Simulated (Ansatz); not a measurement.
# Hf in Ansatz: the effect of functional

Hf:

```
CELL_PARAMETERS angstrom
-1.84040 1.84040 1.84040
1.84040 -1.84040 1.84040
1.84040 1.84040 -1.84040
ATOMIC_POSITIONS crystal
Hf 0.00000 0.00000 0.00000
```

This isn't the form of Hf at room conditions, which is hcp.

The cell isn't the ideal one: volume scaled by 1.06.

Alike in all runs:

| Quantity | Value |
| --- | --- |
| Program | Ansatz 0.2.0 |
| Task | single point |
| Potentials or basis | Ansatz PAW |
| k mesh | 10 × 10 × 10 |
| Occupations | fermi-dirac, width 0.05 eV |
| Spin | no spin polarisation |

| functional | cutoff | pressure (GPa) |
| --- | --- | --- |
| LDA | 420 eV (not typed: the program's choice for these potentials) | ? |
| PBEsol | 420 eV (not typed: the program's choice for these potentials) | -12.9 |
| r2SCAN | 500 eV (not typed: the program's choice for these potentials) | -10.0 |

What does the run with functional LDA give?

Pressure -16.2 GPa.

Caveats: the PAW data sets come from PBE, with cores solved anew for the run's functional, which leaves a small shift of forces and pressure.
